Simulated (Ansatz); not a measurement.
**How the vibrations of HfS$_{2}$ change with volume**

These are results of DFT PBE+D3(BJ), scalar-relativistic, plane waves, PAW in Ansatz, not measurements. Settings: 420 eV plane-wave cutoff, Γ-centred 12×12×6 mesh, fixed occupations. No spin polarisation. Phonons by linear response, acoustic sum rule imposed.

The cell, relaxed at this level:
```xyz
3
Lattice="3.6056 0.0000 0.0000 -1.8028 3.1225 0.0000 0.0000 0.0000 5.7690" Properties=species:S:1:pos:R:3 pbc="T T T"
Hf    0.0000    0.0000    0.0000
S     1.8028    1.0408    4.3125
S     0.0000    2.0817    1.4565
```

Spin–orbit coupling is left out, which matters for heavy elements.

Cells at 0.98 and 1.02 times the equilibrium volume were relaxed in shape and atoms; γ = −d ln ν / d ln V, modes matched by rank.

(1) Give the optical frequencies at Γ without the LO field (cm⁻¹) at the three volumes and the mode Grüneisen parameters.

(2) What pressures hold the two strained cells, and what bulk modulus follows?

(3) How does the gap respond?

(4) And the dielectric constants (a third of the trace)?

Results:

(1)
```
0.98 V    V  1.02 V     γ  degeneracy
   154  151     149  0.82           2
   259  257     255  0.35           2
   307  304     303  0.32           1
   335  331     327  0.62           1
```

(2) 0.71 GPa at 0.98 V and -0.58 GPa at 1.02 V, so B = −dP/d ln V ≈ 32 GPa.

(3) It is 0.74, 0.85 and 0.95 eV at 0.98, 1 and 1.02 V: dE_g/d ln V = 5.1 eV.

(4) ε∞: 9.36, 9.04, 8.75; ε0: 30.3, 30.3, 30.2, in order of rising volume.